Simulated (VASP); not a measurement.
# SiC (F-43m) in VASP: notebook

The runs below take SiC through relaxation of cell and atoms, with PBE.

Everything below comes from runs of VASP 6.6.1. Logs are shortened: lines on timing, memory, paths and dates and some standing lists are left out, and cuts for length are marked.

## 1. The crystal as given

It takes space group F-43m (No. 216, cubic). Conventional cell: a = 4.358 Å, b = 4.358 Å, c = 4.358 Å, α = 90.00°, β = 90.00°, γ = 90.00°. Si (site symmetry -43m) is surrounded by 4 C at 1.89 Å. C (site symmetry -43m) has 4 Si at 1.89 Å as nearest neighbours.

## 2. Relaxation of cell and atoms, PBE

INCAR reads:

```
ALGO = Normal
EDIFF = 1E-7
EDIFFG = -0.002
ENCUT = 520
GGA = PE
IBRION = 2
ISIF = 3
ISMEAR = 0
LASPH = T
LCHARG = F
LREAL = F
LWAVE = F
NELM = 100
NSW = 80
PREC = Accurate
SIGMA = 0.02
```

KPOINTS reads:

```
k-points
0
Gamma
  2 2 2
```

POSCAR reads:

```
SiC
1.0
    0.0000000000      2.1790000000      2.1790000000
    2.1790000000      0.0000000000      2.1790000000
    2.1790000000      2.1790000000      0.0000000000
Si C
1 1
Direct
    0.0000000000      0.0000000000      0.0000000000
    0.2500000000      0.2500000000      0.2500000000
```

Potentials or basis: VASP PAW PBE potentials, release 64 (Si, C).

On the command line:

```bash
> cat potpaw_PBE.64/Si/POTCAR potpaw_PBE.64/C/POTCAR > POTCAR
> mpirun -np 1 vasp_std > vasp.out
```

OUTCAR:

```text
EDIFF = 1E-7
   EDIFFG = -0.002
   ENCUT = 520
   GGA = PE
   IBRION = 2
   ISIF = 3
   ISMEAR = 0
   LASPH = T
   LREAL = F
   NELM = 100
   NSW = 80
   PREC = Accurate

 ion  position               nearest neighbor table
   1  0.000  0.000  0.000-   2 1.89   2 1.89   2 1.89   2 1.89
   2  0.250  0.250  0.250-   1 1.89   1 1.89   1 1.89   1 1.89

  LATTYP: Found a face centered cubic cell.
 ALAT       =     4.3580000000

  Lattice vectors:

 A1 = (   0.0000000000,   2.1790000000,   2.1790000000)
 A2 = (   2.1790000000,   0.0000000000,   2.1790000000)
 A3 = (   2.1790000000,   2.1790000000,   0.0000000000)

Analysis of symmetry for initial positions (statically):
=====================================================================
 Subroutine PRICEL returns:
 Original cell was already a primitive cell.

 Routine SETGRP: Setting up the symmetry group for a
 face centered cubic supercell.

 Subroutine GETGRP returns: Found 24 space group operations
 (whereof 24 operations were pure point group operations)
 out of a pool of 48 trial point group operations.

The static configuration has the point symmetry T_d .

Analysis of symmetry for dynamics (positions and initial velocities):
=====================================================================
 Subroutine PRICEL returns:
 Original cell was already a primitive cell.

 Routine SETGRP: Setting up the symmetry group for a
 face centered cubic supercell.

 Subroutine GETGRP returns: Found 24 space group operations
 (whereof 24 operations were pure point group operations)
 out of a pool of 48 trial point group operations.

The dynamic configuration has the point symmetry T_d .

 Subroutine INISYM returns: Found 24 space group operations
 (whereof 24 operations are pure point group operations),
 and found     1 'primitive' translations

----------------------------------------------------------------------------------------

                                     Primitive cell

  volume of cell :      20.6920

  direct lattice vectors                    reciprocal lattice vectors
     0.000000000  2.179000000  2.179000000    -0.229463056  0.229463056  0.229463056
     2.179000000  0.000000000  2.179000000     0.229463056 -0.229463056  0.229463056
     2.179000000  2.179000000  0.000000000     0.229463056  0.229463056 -0.229463056

  length of vectors
     3.081571352  3.081571352  3.081571352     0.397441672  0.397441672  0.397441672

  position of ions in fractional coordinates (direct lattice)
     0.000000000  0.000000000  0.000000000
     0.250000000  0.250000000  0.250000000

  ion indices of the primitive-cell ions
   primitive index   ion index
                 1           1
                 2           2

----------------------------------------------------------------------------------------

 KPOINTS: k-points

Automatic generation of k-mesh.
 Grid dimensions read from file:
 generate k-points for:    2    2    2

 Generating k-lattice:

  Cartesian coordinates                     Fractional coordinates (reciprocal lattice)
    -0.114731528  0.114731528  0.114731528     0.500000000  0.000000000  0.000000000
     0.114731528 -0.114731528  0.114731528     0.000000000  0.500000000  0.000000000
     0.114731528  0.114731528 -0.114731528     0.000000000  0.000000000  0.500000000

  Length of vectors
     0.198720836  0.198720836  0.198720836

  Shift w.r.t. Gamma in fractional coordinates (k-lattice)
     0.000000000  0.000000000  0.000000000

 Subroutine IBZKPT returns following result:
 ===========================================

 Found      3 irreducible k-points:

 Following reciprocal coordinates:
            Coordinates               Weight
  0.000000  0.000000  0.000000      1.000000
  0.500000  0.000000  0.000000      4.000000
  0.500000  0.500000  0.000000      3.000000
   k-points           NKPTS =      3   k-points in BZ     NKDIM =      3   number of bands    NBANDS=      8
   number of dos      NEDOS =    301   number of ions     NIONS =      2
   total plane-waves  NPLWV =  13824
   dimension x,y,z NGX =    24 NGY =   24 NGZ =   24
   dimension x,y,z NGXF=    48 NGYF=   48 NGZF=   48
   ions per type =               1   1
   NGX,Y,Z   is equivalent  to a cutoff of  12.95, 12.95, 12.95 a.u.
   NGXF,Y,Z  is equivalent  to a cutoff of  25.90, 25.90, 25.90 a.u.
 SYSTEM =  unknown system
   PREC   = accura    normal or accurate (medium, high low for compatibility)
   ISTART =      0    job   : 0-new  1-cont  2-samecut
   ICHARG =      2    charge: 1-file 2-atom 10-const
   ISPIN  =      1    spin polarized calculation?
   LNONCOLLINEAR =      F non collinear calculations
   LSORBIT =      F    spin-orbit coupling
   LASPH  =      T    aspherical Exc in radial PAW
   ENCUT  =  520.0 eV  38.22 Ry    6.18 a.u.   5.73  5.73  5.73*2*pi/ulx,y,z
   NELM   =    100;   NELMIN=  2; NELMDL= -5     # of ELM steps
   EDIFF  = 0.1E-06   stopping-criterion for ELM
   LREAL  =      F    real-space projection
   EDIFFG = -.2E-02   stopping-criterion for IOM
   NSW    =     80    number of steps for IOM
   IBRION =      2    ionic relax: 0-MD 1-quasi-New 2-CG
   NFREE  =      1    steps in history (QN), initial steepest desc. (CG)
   ISIF   =      3    stress and relaxation
   ISYM   =      2    0-nonsym 1-usesym 2-fastsym
   POTIM  = 0.5000    time-step for ionic-motion
   TEBEG  =    0.0;   TEEND  =   0.0 temperature during run
   PSTRESS=    0.0 pullay stress
   NELECT =       8.0000    total number of electrons
   NUPDOWN=      -1.0000    fix difference up-down
   EMIN   =  10.00;   EMAX   =-10.00  energy-range for DOS
   EFERMI =   0.00;   METHOD = LEGACY
   ISMEAR =     0;   SIGMA  =   0.02  broadening in eV -4-tet -1-fermi 0-gaus
   EFERMI_NEDOS =   21; number of points for ismear=-14 and -15
   IALGO  =     38    algorithm
   IMIX   =      4    mixing-type and parameters
     AMIX     =   0.40;   BMIX     =  1.00
     AMIX_MAG =   1.60;   BMIX_MAG =  1.00
  volume/ion in A,a.u.               =      10.35        69.82
  Fermi-wavevector in a.u.,A,eV,Ry     =   1.192626  2.253736 19.352338  1.422357
  Thomas-Fermi vector in A             =   2.328660
   LORBIT       =      0    0 simple, 1 ext, 2 COOP (PROOUT), +10 PAW based schemes
   GGA     = PE    functional components
   LHFCALC =     F    Hartree Fock is set to
   AEXX    =    0.0000 exact exchange contribution
   IVDW    =     0    specifies the selected vdW correction
   LEPSILON=     F    determine dielectric tensor
   LRPA    =     F    only Hartree local field effects (RPA)
 conjugate gradient relaxation of ions
 non-spin polarized calculation
 Gauss-broadening in eV      SIGMA  =   0.02
  energy-cutoff  :      520.00
  volume of cell :       20.69
 maximum number of plane-waves:       568
 NGX is ok and might be reduce to    24
   NGX = 11   NGY = 11   NGZ = 11

--------------------------------------- Ionic step        1  -------------------------------------------

 number of electron       8.0000001 magnetization

 Free energy of the ion-electron system (eV)
  ---------------------------------------------------
  ext. energy  EPLUGINS =         0.00000000
  ---------------------------------------------------
  free energy    TOTEN  =       -12.55997359 eV

  energy without entropy =      -12.55997359  energy(sigma->0) =      -12.55997359

------------------------ aborting loop because EDIFF is reached ----------------------------------------

  FORCE on cell =-STRESS in cart. coord.  units (eV):
  Direction    XX          YY          ZZ          XY          YZ          ZX
  --------------------------------------------------------------------------------------
  -------------------------------------------------------------------------------------
  Total        1.5326759      1.5326759      1.5326759     -0.0000000     -0.0000000      0.0000000
  in kB      118.6749961    118.6749961    118.6749961     -0.0000000     -0.0000000      0.0000000
  external PRESSURE =     118.6749961 kB  Pullay stress =       0.0000000 kB
[... 89 lines left out ...]
  FREE ENERGIE OF THE ION-ELECTRON SYSTEM (eV)
  ---------------------------------------------------
  free  energy   TOTEN  =       -12.6007516629 eV

  energy  without entropy=      -12.6007516629  energy(sigma->0) =      -12.60075166

[... ionic steps 4 to 15 ...]

--------------------------------------- Ionic step       16  -------------------------------------------

 number of electron       8.0000001 magnetization

------------------------ aborting loop because EDIFF is reached ----------------------------------------

  FORCE on cell =-STRESS in cart. coord.  units (eV):
  Direction    XX          YY          ZZ          XY          YZ          ZX
  --------------------------------------------------------------------------------------
  -------------------------------------------------------------------------------------
  Total        0.0058498      0.0058498      0.0058498      0.0000000     -0.0000000     -0.0000000
  in kB        0.4291869      0.4291869      0.4291869      0.0000000     -0.0000000     -0.0000000
  external PRESSURE =       0.4291869 kB  Pullay stress =       0.0000000 kB
[... 57 lines left out ...]
  energy  without entropy=      -12.6007542272  energy(sigma->0) =      -12.60075423

--------------------------------------- Ionic step       18  -------------------------------------------

 number of electron       8.0000001 magnetization

 Free energy of the ion-electron system (eV)
  ---------------------------------------------------
  ext. energy  EPLUGINS =         0.00000000
  ---------------------------------------------------
  free energy    TOTEN  =       -12.60075459 eV

  energy without entropy =      -12.60075459  energy(sigma->0) =      -12.60075459

 E-fermi :   8.2084     XC(G=0): -10.9617

 val. band max:        8.0492053272   @ k =   0.0000   0.0000   0.0000
 cond. band min:       9.0477335168   @ k =   0.5000   0.5000   0.0000
 fundamental gap:      0.9985281896
 Fermi energy:         8.2084208632

 k-point     1 :       0.0000    0.0000    0.0000
  band No.  band energies     occupation
      1      -7.1710      2.00000
      2       8.0492      2.00000
      3       8.0492      2.00000
      4       8.0492      2.00000
      5      13.5879      0.00000
      6      14.5327      0.00000
      7      14.5327      0.00000
      8      14.5327      0.00000

 k-point     2 :       0.5000    0.0000    0.0000
  band No.  band energies     occupation
      1      -3.6973      2.00000
      2      -0.5002      2.00000
      3       6.9472      2.00000
      4       6.9472      2.00000
      5      12.7334      0.00000
      6      14.6072      0.00000
      7      14.6072      0.00000
      8      17.6425      0.00000

 k-point     3 :       0.5000    0.5000    0.0000
  band No.  band energies     occupation
      1      -2.2291      2.00000
      2       0.1233      2.00000
      3       4.8002      2.00000
      4       4.8002      2.00000
      5       9.0477      0.00000
      6      11.7955      0.00000
      7      21.2677      0.00000
      8      21.2677      0.00000

------------------------ aborting loop because EDIFF is reached ----------------------------------------
[... 25 lines left out ...]
  FREE ENERGIE OF THE ION-ELECTRON SYSTEM (eV)
  ---------------------------------------------------
  free  energy   TOTEN  =       -12.6007545936 eV

  energy  without entropy=      -12.6007545936  energy(sigma->0) =      -12.60075459

 reached required accuracy - stopping structural energy minimisation
```

Wall time 13 s (1 thread of Intel Xeon Platinum 8488C (Sapphire Rapids), shared host); peak memory 0.12 GiB.

Results:

```yaml
Free_energy: -12.6008 eV
Relaxed_volume: 10.92 Å³/atom
Relaxed_cell: a = 3.138 Å, b = 3.138 Å, c = 3.138 Å, α = 60.00°, β = 60.00°, γ = 60.00°
Space_group_after_relaxing_to_0.05_Å: F-43m (No. 216)
Energy_gained_by_relaxing: 20.4 meV/atom
Ionic_steps: 18
Pressure_after_relaxing: 0.0 GPa
Band_gap_on_the_k_mesh: 1.00 eV, indirect (least direct gap 4.25 eV)
```

The path:
```tsv
step	energy change (eV)	largest force (eV/Å)	pressure (GPa)	volume (Å³)
1	0.0000	0.0000	11.87	20.69
2	-0.0015	0.0000	-9.77	23.07
3	-0.0408	0.0000	-0.09	21.85
4	-0.0408	0.0000	0.13	21.83
5	-0.0408	0.0000	0.12	21.83
6	-0.0408	0.0000	0.12	21.83
7	-0.0408	0.0000	0.12	21.83
8	-0.0408	0.0000	0.12	21.83
9	-0.0408	0.0000	0.12	21.83
10	-0.0408	0.0000	0.12	21.83
11	-0.0408	0.0000	0.12	21.83
12	-0.0408	0.0000	0.11	21.83
13	-0.0408	0.0000	0.11	21.83
14	-0.0408	0.0000	0.10	21.83
15	-0.0408	0.0000	0.08	21.83
16	-0.0408	0.0000	0.04	21.84
17	-0.0408	0.0000	-0.03	21.85
18	-0.0408	0.0000	-0.01	21.84
```

Final structure:
```
CELL_PARAMETERS angstrom
0.00000 2.21866 2.21866
2.21866 0.00000 2.21866
2.21866 2.21866 0.00000
ATOMIC_POSITIONS crystal
Si 0.00000 0.00000 0.00000
C 0.25000 0.25000 0.25000
```

Levels at points of the mesh, in eV from the valence-band top:
```csv
k point,band 1,band 2,band 3,band 4,band 5,band 6,band 7,band 8
"(0.00, 0.00, 0.00)",-15.22,0.00,0.00,0.00,5.54,6.48,6.48,6.48
"(0.50, 0.00, 0.00)",-11.75,-8.55,-1.10,-1.10,4.68,6.56,6.56,9.59
"(0.50, 0.50, 0.00)",-10.28,-7.93,-3.25,-3.25,1.00,3.75,13.22,13.22
```

Caveat: the k mesh is coarse (spacing up to 1.25 Å⁻¹), so the values aren't converged. A k mesh can miss the band edges.

## 3. Relaxation of cell and atoms, PBE

This run uses another cell than the first one, of 10.92 Å³/atom, 1.056 times its volume.

INCAR is that of step 2.

KPOINTS is that of step 2.

POSCAR reads:

```
SiC                                     
1.0
   -0.0000000000      2.2186607717      2.2186607717
    2.2186607717      0.0000000000      2.2186607717
    2.2186607717      2.2186607717     -0.0000000000
  Si              C             
     1     1
Direct
     0.0000000000000000    0.0000000000000000    0.0000000000000000
     0.2500000000000000    0.2500000000000000    0.2500000000000000
```

Potentials or basis: VASP PAW PBE potentials, release 64 (Si, C).

On the command line:

```bash
> cat potpaw_PBE.64/Si/POTCAR potpaw_PBE.64/C/POTCAR > POTCAR
> mpirun -np 1 vasp_std > vasp.out
```

Wall time 3.3 s (1 thread of Intel Xeon Platinum 8488C (Sapphire Rapids), shared host); peak memory 0.12 GiB.

Results (log left out):

* Free energy: -12.6010 eV
* Pressure after relaxing: 0.0 GPa
* Band gap on the k mesh: 1.00 eV, indirect (least direct gap 4.25 eV)

Final structure:
```
Si C
1.0
     0.00000    2.21866    2.21866
     2.21866    0.00000    2.21866
     2.21866    2.21866    0.00000
Si C
1 1
Direct
  0.00000 0.00000 0.00000
  0.25000 0.25000 0.25000
```

Levels at points of the mesh, in eV from the valence-band top:
| k point | band 2 | band 3 | band 4 | band 5 | band 6 | band 7 |
| --- | --- | --- | --- | --- | --- | --- |
| (0.00, 0.00, 0.00) | 0.00 | 0.00 | 0.00 | 5.54 | 6.48 | 6.48 |
| (0.50, 0.00, 0.00) | -8.55 | -1.10 | -1.10 | 4.68 | 6.56 | 6.56 |
| (0.50, 0.50, 0.00) | -7.93 | -3.25 | -3.25 | 1.00 | 3.75 | 13.22 |

Caveat: the k mesh is coarse (spacing up to 1.23 Å⁻¹), so the values aren't converged; the relaxation stopped at its first step, so nothing moved. As with any semilocal functional, this PBE gap is likely too small.
